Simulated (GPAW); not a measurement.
# Anisotropy of 1 ML Ni on Cu(001), 3 substrate layers

Aim: the anisotropy of 1 ML Ni on Cu(001), 3 substrate layers from the Kohn–Sham states of one collinear run.

Main program and level: GPAW 26.7.0; PBE; plane waves with GPAW's PAW setups, scalar-relativistic.

**1. Set-up**

The cell holds 4 atoms: 3 Cu and 1 Ni. Cell: a = 2.556 Å, b = 2.556 Å, c = 19.368 Å, α = 90.0°, β = 90.0°, γ = 90.0°. pseudomorphic film on the substrate's lattice, hard-sphere layer spacings, unrelaxed, 14 A of vacuum. Vacuum lies along c.

Structure file:

```
Cu Ni
1.0
     2.55619    0.00000    0.00000
     0.00000    2.55619    0.00000
     0.00000    0.00000   19.36821
Cu Ni
3 1
Direct
  0.00000 0.00000 0.36142
  0.50000 0.50000 0.45474
  0.00000 0.00000 0.54806
  0.50000 0.50000 0.63858
```

**2. Ground-state run**

All later steps read the density of this run.

Contents of order1.py:

```python
import json
import numpy as np
from ase import Atoms
from ase.parallel import paropen, parprint
from gpaw import GPAW

atoms = Atoms(['Cu', 'Cu', 'Cu', 'Ni'],
    cell=[[2.556191, 0.0, 0.0],
         [0.0, 2.556191, 0.0],
         [0.0, 0.0, 19.368211]],
    scaled_positions=[[0.0, 0.0, 0.361417],
         [0.5, 0.5, 0.45474],
         [0.0, 0.0, 0.548063],
         [0.5, 0.5, 0.638583]],
    pbc=True,
    magmoms=[0.0, 0.0, 0.0, 1.0])
atoms.calc = GPAW(mode={'name': 'pw', 'ecut': 500},
    xc='PBE',
    kpts={'size': (14, 14, 1), 'gamma': True},
    occupations={'name': 'fermi-dirac', 'width': 0.05},
    convergence={'density': 1e-05, 'energy': 1e-05},
    maxiter=250,
    symmetry={'tolerance': 1e-4},
    txt='order1.txt')
e = atoms.get_potential_energy(force_consistent=True)
res = {'free_energy': e, 'energy_sigma0': atoms.get_potential_energy(), 'fermi_energy': atoms.calc.get_fermi_level()}
res['moments'] = atoms.get_magnetic_moments().tolist()
res['total'] = atoms.get_magnetic_moment()
parprint('site moments (muB):', np.round(res['moments'], 3))
parprint(f"total moment: {res['total']:.3f} muB")
parprint(f'free energy: {e:.6f} eV')
atoms.calc.write('order1.gpw')
with paropen('results.json', 'w') as f:
    json.dump(res, f)
```

Launch:

```bash
$ OMP_NUM_THREADS=1 mpirun -n 4 gpaw python order1.py > order1.log
```

Numbers of over 12 decimals in the logs are rounded to 6 here.

Log:

```text
site moments (muB): [-0.004 -0.007  0.006  0.527]
total moment: 0.480 muB
free energy: -16.661651 eV

--- order1.txt ---
Input parameters:
  mode=PW(ecut=500),
  convergence={'density': 1e-05, 'energy': 1e-05},
  kpts=MonkhorstPack(size=(14, 14, 1), gamma=True),
  maxiter=250,
  occupations=Occupations(name='fermi-dirac', width=0.05),
  symmetry=Symmetry(tolerance=0.0001),
  xc=XC(name='PBE')

Diagonalizing LCAO Hamiltonian
Converting LCAO to pw mode
   .-----.
  /|     |
 * |     |
 | |     |
 | |     |
 | |     |
 | |     |
 | |     |
 | |     |
 | |     |
 | | Ni  |
 | |     |
 | |     |
 Cu|     |
 | | Cu  |
 | |     |
 | |     |
 Cu|     |
 | |     |
 | |     |
 | |     |
 | |     |
 | |     |
 | |     |
 | .-----.
 |/     /
 *-----*

Atoms  # Å, Bohr magnetons
|   | symbol |        x |        y |         z |    initial magnetic moments |
|---|--------|----------|----------|-----------|-----------------------------|
| 0 |     Cu | 0.000000 | 0.000000 |  7.000001 | ( 0.0000,  0.0000,  0.0000) |
| 1 |     Cu | 1.278096 | 1.278096 |  8.807500 | ( 0.0000,  0.0000,  0.0000) |
| 2 |     Cu | 0.000000 | 0.000000 | 10.615000 | ( 0.0000,  0.0000,  0.0000) |
| 3 |     Ni | 1.278096 | 1.278096 | 12.368210 | ( 0.0000,  0.0000,  1.0000) |

Unit cell  # Å
| periodic |        x |        y |         z |   lengths |    angles |
|----------|----------|----------|-----------|-----------|-----------|
|      yes | 2.556191 | 0.000000 |  0.000000 |  2.556191 | 90.000000 |
|      yes | 0.000000 | 2.556191 |  0.000000 |  2.556191 | 90.000000 |
|      yes | 0.000000 | 0.000000 | 19.368211 | 19.368211 | 90.000000 |

Number of symmetries: 8

BZ-sampling:
  Number of BZ points: 196
  Number of IBZ points: 36

  Monkhorst-Pack size: [14, 14, 1]
  Monkhorst-Pack shift: [0.035714, 0.035714, 0.0]

Plane wave coefficients: 3265
Cutoff: 500.0 eV

Spin-components: 2 (collinear spins)
Bands:           34
Projectors:      24
Spin-degeneracy: 1
Datatype:        complex128

Parallelization:
  kpt:    4
  domain: 1
  band:   1

Density:
  Valence electrons: 49.0
  Components: 2
  Grid points: [ 14  14 100]
  Charge: 0.0  # |e|

Potential:
  Grid points: [ 14  14 100]

[... setups left out ...]
Reference energy: -176432.353971  # eV

eigensolver:
  PPCG
  Converge bands: occupied
  niter=2

density mixing:
  MSR1-Mixer
  Pratt-step length: 0.05
  Maximum mixing coefficient: 0.75
  Old densities: 10
  SVD Regularization: 0.005
  Good broyden scale: 1.0
  Trust region scale: 1.0
  Backstep threshold: 4.0
  History deletion threshold: 6.0
  Fourier metric: weight=20.0, sigma=0.015

occupation numbers:
  Fermi-Dirac:
    width: 0.0500  # eV

poisson solver:
  ecut: 4000.0  # eV

xc functional:
  name: PBE with 2 nearest neighbor stencil

convergence criteria:
- Maximum integral of absolute [dens]ity change: 1e-05 electrons / valence electron
- Maximum [total energy] change in last 3 cyles: 1e-05 eV / valence electron
- Maximum integral of absolute [eigenst]ate change: 4e-08 eV^2 / valence electron
maximum number of iterations: 250

SCF iterations
|iter     |      energy | eigst |  dens |  magmom |
|---------|-------------|-------|-------|---------|
|iter:   1|       0s |  -24.411703 | +0.24 |       |  +1.0009|
|iter:   2|       2s |  -19.536147 | -0.89 | -0.80 |  +0.9534|
|iter:   3|       4s |  -18.495650 | -1.49 | -1.00 |  +0.9755|
|iter:   4|       7s |  -17.136185 | -1.45 | -1.00 |  +0.9081|
|iter:   5|       9s |  -16.784842 | -2.11 | -1.33 |  +0.8991|
|iter:   6|      12s |  -16.699467 | -2.54 | -1.46 |  +0.8596|
|iter:   7|      14s |  -16.663445 | -3.12 | -1.74 |  +0.8279|
|iter:   8|      16s |  -16.656399 | -3.41 | -1.85 |  +0.7715|
|iter:   9|      19s |  -16.645966 | -3.60 | -1.85 |  +0.6918|
|iter:  10|      21s |  -16.643059 | -3.67 | -2.07 |  +0.6089|
|iter:  11|      23s |  -16.643383 | -4.26 | -2.51 |  +0.5715|
|iter:  12|      26s |  -16.644023 | -4.92 | -2.82 |  +0.5415|
|iter:  13|      28s |  -16.644460 | -4.85 | -2.93 |  +0.5032|
|iter:  14|      30s |  -16.644547 | -4.76 | -3.02 |  +0.4842|
|iter:  15|      33s |  -16.644917c| -4.69 | -3.13 |  +0.4822|
|iter:  16|      35s |  -16.644649c| -4.91 | -3.10 |  +0.4791|
|iter:  17|      37s |  -16.644565c| -6.07 | -3.49 |  +0.4806|
|iter:  18|      40s |  -16.644654c| -5.89 | -3.73 |  +0.4794|
|iter:  19|      42s |  -16.644572c| -6.32 | -3.53 |  +0.4794|
|iter:  20|      44s |  -16.644579c| -7.35 | -4.08 |  +0.4798|
|iter:  21|      47s |  -16.644577c| -7.61c| -4.44 |  +0.4801|
|iter:  22|      49s |  -16.644575c| -8.14c| -4.66 |  +0.4802|
|iter:  23|      50s |  -16.644575c| -7.66c| -5.01c|  +0.4803|

Converged in 23 steps
Energy contributions relative to reference atoms: (reference = -176432.353971)

Energy contributions:
  Kinetic:         -30.909105
  Coulomb:          24.451767
  Zero:              0.313653
  External:          0.000000
  Xc:              -10.483813
  Entropy:          -0.034153
  Spinorbit:         0.000000
  ----------------------------
  Free energy:     -16.661651
  Extrapolated:    -16.644575

dipole moment: (-11.106621, -11.106621, -0.029873)  # |e|*Ang

Total magnetic moment: (0.000000, 0.000000, 0.480323)

Local magnetic moments
|        x |        y |         z |
|----------|----------|-----------|
| 0.000000 | 0.000000 | -0.003737 |  # Cu   0
| 0.000000 | 0.000000 | -0.007032 |  # Cu   1
| 0.000000 | 0.000000 |  0.006316 |  # Cu   2
| 0.000000 | 0.000000 |  0.526686 |  # Ni   3

Fermi level: 0.051
Eigenvalues  # (at kpt = [0.000, 0.000, 0.000])
| band index |      eig [eV] | occ [0-1] |      eig [eV] | occ [0-1] |
|------------|---------------|-----------|---------------|-----------|
|          0 |       -63.282 |     1.000 |       -62.615 |     1.000 |
|        ... |               |           |               |           |
|         19 |        -1.522 |     1.000 |        -1.516 |     1.000 |
|         20 |        -1.522 |     1.000 |        -1.516 |     1.000 |
|         21 |        -1.427 |     1.000 |        -1.430 |     1.000 |
|         22 |        -1.212 |     1.000 |        -0.902 |     1.000 |
|         23 |        -0.515 |     1.000 |        -0.174 |     0.989 |
|         24 |        -0.515 |     1.000 |        -0.008 |     0.765 |
|         25 |        -0.448 |     1.000 |        -0.008 |     0.765 |
|         26 |        -0.183 |     0.991 |         0.254 |     0.017 |
|         27 |         1.471 |     0.000 |         1.453 |     0.000 |
|         28 |         4.502 |     0.000 |         4.494 |     0.000 |
|         29 |         4.830 |     0.000 |         4.806 |     0.000 |
|         30 |         6.327 |     0.000 |         6.317 |     0.000 |
|         31 |         7.469 |     0.000 |         7.469 |     0.000 |
|         32 |        14.075 |     0.000 |        14.073 |     0.000 |
|         33 |        14.075 |     0.000 |        14.073 |     0.000 |

No gap
No difference between direct/indirect transitions
```

Run time: 56 s. Hardware: 4 MPI ranks of Arm Neoverse V2, shared host; peak memory 0.94 GiB.

Spin moment in the augmentation sphere by atom:

```
atom  spin moment in the augmentation sphere (μB)
 Cu1                                       -0.004
 Cu2                                       -0.007
 Cu3                                        0.006
 Ni4                                        0.527
```

Read from the output:

```
magnetization : 0.4803 μB
final state   : ferromagnetic
```

After 23 cycles the largest moment stands at 0.527 μB.

**3. More states at fixed density**

The steps that follow sum over empty states, which the ground-state run does not converge; 41 states a spin are converged here at the frozen density and written with their wave functions.

It starts from the saved density of the lowest of the states tried.

Contents of nscf.py:

```python
from gpaw import GPAW

calc = GPAW('order1.gpw').fixed_density(
    kpts={'size': (20, 20, 1), 'gamma': True},
    nbands=45,
    convergence={'bands': 41, 'eigenstates': 1e-9},
    eigensolver='ppcg',
    parallel={'domain': 1},
    txt='nscf.txt')
calc.write('nscf.gpw', mode='all')
```

Launch:

```bash
$ OMP_NUM_THREADS=1 mpirun -n 4 gpaw python nscf.py > nscf.log
```

Log:

```text
Input parameters:
  mode=PW(ecut=500),
  convergence={'bands': 41, 'eigenstates': 1e-09},
  eigensolver=PPCG(niter=2, min_niter=1, max_buffer_mem=209715200, blocksize=None, rr_modulo=5, include_cg=True, promote_inner_dtype=False, tolerances=None),
  gpts=array([ 14,  14, 100]),
  kpts=MonkhorstPack(size=(20, 20, 1), gamma=True),
  maxiter=250,
  nbands=45,
  occupations=Occupations(name='fermi-dirac', width=0.05),
  parallel={'domain': 1},
  symmetry=Symmetry(tolerance=0.0001),
  xc=XC(name='PBE')
```

Wall time 1.8 min (4 MPI ranks); peak memory 1.2 GiB.

**4. Magnetocrystalline anisotropy**

Spin–orbit coupling is added in the basis of the saved states for each direction of the moments. The change in the band energy is the anisotropy energy, with no new self-consistent run.

Contents of anisotropy.py:

```python
import json
import numpy as np
from ase.parallel import paropen, parprint
from gpaw import GPAW
from gpaw.spinorbit import soc_eigenstates

calc = GPAW('nscf.gpw')
angles = [[0.0, 0.0], [90.0, 0.0], [90.0, 90.0], [45.0, 0.0]]  # theta, phi in degrees
res = {'rows': []}
for scale in [1.0]:
    e0 = None
    for theta, phi in angles:
        soc = soc_eigenstates(calc, n2=41, scale=scale, theta=theta, phi=phi)
        e = soc.calculate_band_energy()
        e0 = e if e0 is None else e0
        orbital = soc.get_orbital_magnetic_moments()
        res['rows'].append([scale, theta, phi, 1000 * (e - e0), orbital.tolist()])
        parprint(f'scale {scale} theta {theta:6.1f} phi {phi:6.1f}  dE = {1000 * (e - e0):9.4f} meV  |L| =', np.round(np.linalg.norm(orbital, axis=1), 4))
with paropen('results.json', 'w') as f:
    json.dump(res, f)
```

Launch:

```bash
$ OMP_NUM_THREADS=1 mpirun -n 4 gpaw python anisotropy.py > anisotropy.log
```

Log:

```text
scale 1.0 theta    0.0 phi    0.0  dE =    0.0000 meV  |L| = [0.0001 0.0001 0.0026 0.0778]
scale 1.0 theta   90.0 phi    0.0  dE =   -1.0714 meV  |L| = [3.000e-04 1.000e-04 3.600e-03 1.135e-01]
scale 1.0 theta   90.0 phi   90.0  dE =   -1.0714 meV  |L| = [3.000e-04 1.000e-04 3.600e-03 1.135e-01]
scale 1.0 theta   45.0 phi    0.0  dE =   -0.5426 meV  |L| = [0.0002 0.0001 0.0032 0.0975]
```

Elapsed: 5.5 s, on 4 MPI ranks; peak memory 1.2 GiB; 22 s of CPU time.

Directions, in the order of the table: the normal; the first cell vector; the in-plane normal to it; 0.50 of the way from the normal to the first cell vector.

Theta from the Cartesian z axis, phi from x; spin up lies along the direction. Anisotropy, by row:

```
spin-orbit scale  theta (degrees)  phi (degrees)  band energy less the first direction's (meV a cell)  orbital moment of atom 4 along the direction (μB)  sum of orbital moments along the direction (μB a cell)
               1                0              0                                                    0                                            0.07776                                                 0.08033
               1               90              0                                               -1.071                                             0.1135                                                   0.117
               1               90             90                                               -1.071                                             0.1135                                                   0.117
               1               45              0                                              -0.5426                                            0.09577                                                 0.09879
```

**5. What came out**

```json
{"state": "ferromagnetic", "largest site moment": "0.527 μB", "spread of the directions' energies": "1.07 meV a cell", "easiest direction tried": "the plane normal to the layer's normal"}
```

In words: About the ferromagnetic state the directions differ by 1.07 meV a cell, with the plane normal to the layer's normal easiest. No opposed order was compared. The anisotropy comes from the force theorem at a frozen potential; it needs a check on a finer mesh, and shape anisotropy is not in it.

[Logs and program files are shortened in this print: banners, set-up blocks, solver, clock and traceback lines can be left out without a mark of their own.]

[Logs are printed without paths, hosts, clocks, repeated set-up lines and the standing remarks that a program may print on its own settings, such as how far it seeks lower states.]

[Hosts, paths, dates, database ids (printed as entryN), source tags and the programs' standing remarks are cut or masked in the printed files.]

[Where a cell is said to come from a database of computed structures, the database is the Materials Project.]
